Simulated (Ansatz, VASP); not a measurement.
One calculation of Hf, two programs

```
CELL_PARAMETERS angstrom
2.66255 0.00000 0.00000
0.00000 2.66255 0.00000
0.00000 0.00000 2.66255
ATOMIC_POSITIONS crystal
Hf 0.00000 0.00000 0.00000
```

Change from the starting cell: volume scaled by 0.76, LAPW.

Alike in both runs: task single point; functional PBE; k mesh 15 × 15 × 15; occupations fermi-dirac, width 0.08 eV; no spin polarisation.

|  | VASP | Ansatz |
| --- | --- | --- |
| version | VASP 6.6.1 | Ansatz 0.2.0 |
| potentials or method | VASP PAW PBE potentials, release 64 (Hf_pv), cutoff 520 eV | all-electron LAPW, scalar-relativistic |

```csv
,VASP,Ansatz,Ansatz less VASP
pressure (GPa),31.6,32.3,+0.72
```

Ansatz ran all-electron here, so the differences hold the error of VASP's frozen core and of both bases.

Caveats: so large a pressure means that the cell lies far from this level's equilibrium, or that cutoff or potentials fall short (VASP). The runs have no spin-orbit coupling, so splittings on Hf are missing.
